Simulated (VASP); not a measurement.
A run of VASP 6.6.1 is set up as follows.

File INCAR:

```
PREC     = Accurate       # precision mode
ENCUT    = 520            # plane-wave cutoff, eV
EDIFF    = 1E-6           # SCF threshold, eV
ISMEAR   = 0              # smearing method
SIGMA    = 0.05           # smearing width, eV
LREAL    = False          # projectors in reciprocal space
LASPH    = True           # aspherical terms in the spheres
NELM     = 150            # most SCF steps
ALGO     = Normal         # electronic algorithm
ISIF     = 2              # what is computed and relaxed
LWAVE    = False          # write WAVECAR
LCHARG   = False          # write CHGCAR
ISPIN    = 2              # spin polarisation
MAGMOM   = 0 0 0          # initial moments
LORBIT   = 11             # projections on sites
LMAXMIX  = 4              # l up to which the mixer works
LDAU     = True           # DFT+U
LDAUTYPE = 1            
LDAUL    = 2 -1           # shell
LDAUU    = 5 0            # U, eV
LDAUJ    = 0.9 0        
LDAUPRINT= 1            
GGA      = PE             # functional
NBANDS   = 22             # bands
```

File KPOINTS:

```
Automatic mesh
0
Gamma
  6 6 4
```

POSCAR

```
PtSe2
1.0
    3.7240002900      0.0000000000      0.0000000000
   -1.8620001500      3.2250788600      0.0000000000
    0.0000000000      0.0000000000      5.0619995800
Pt Se
1 2
Direct
    0.0000000000      0.0000000000      0.0000000000
    0.3333333333      0.6666666667      0.2500000000
    0.6666666667      0.3333333333      0.7500000000
```

Potentials or basis: VASP PAW PBE potentials, release 64 (Pt, Se).

Run with:

```console
$ cat potpaw_PBE.64/Pt/POTCAR potpaw_PBE.64/Se/POTCAR > POTCAR
$ mpirun -np 1 vasp_std > vasp.out
```

(1) What does it give for the pressure?

(2) Estimate the net moment.

(3) What does it give for the band gap on the k mesh?

(4) What does it give for the largest force?

Answers

(1) 4.7 GPa.

(2) 0.00 μB per cell.

(3) none (metal or under the smearing width).

(4) 0.405 eV/Å.
